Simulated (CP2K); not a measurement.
# Zn in CP2K: convergence with smearing width

Zn:

```xyz
1
Lattice="2.9434 0.0000 0.0000 -0.8579 2.3445 0.0000 -0.8003 -1.1740 2.2187" Properties=species:S:1:pos:R:3 pbc="T T T"
Zn   -0.0035   -0.0026    0.0101
```

The cell isn't the ideal one: cell strained at random at fixed volume.

```yaml
Program: CP2K 2026.2
Task: single point
Functional: PBE
Potentials_or_basis: GTH_POTENTIALS Zn GTH-PBE-q12; DZVP-MOLOPT-SR-GTH basis
Density_cutoff: 6123 eV
k_mesh: 8 × 10 × 9
Occupations: fermi-dirac, width 0.5 eV
Spin: no spin polarisation
```

These are the settings of the first run; the series varies smearing width, with any setting tied to it.

Hardware: 1 thread of AMD EPYC 7R43 64-Core Processor (Zen 3), with other jobs on the host.

| smearing width | energy less the tightest run, at zero smearing (meV/atom) | pressure (GPa) | SCF cycles | CPU time (s) | peak memory (GiB) |
| --- | --- | --- | --- | --- | --- |
| 0.5 eV | 1.65 | 3.96 | 11 | 74 | 0.28 |
| 0.3 eV | 1.22 | 3.26 | 11 | 74 | 0.28 |
| 0.2 eV | 0.71 | 3.05 | 11 | 78 | 0.28 |
| 0.1 eV | 0.25 | 2.92 | 11 | 75 | 0.28 |
| 0.05 eV | 0.18 | 2.87 | 11 | 72 | 0.28 |
| 0.025 eV | 0.07 | 2.84 | 11 | 74 | 0.28 |
| 0.01 eV | 0.00 | 2.83 | 11 | 74 | 0.28 |

Against the tightest run, the energy stays within 1 meV/atom from 0.2 eV on; the pressure stays within 0.1 GPa from 0.1 eV on. Narrower smearing needs a denser k mesh, so at a fixed mesh the narrowest width isn't the most accurate. The tightest run that finished is the yardstick and may itself not be fully converged.

Caveat, for the tightest run too: the basis of atomic orbitals isn't converged, which shifts pressures, moduli and gaps.
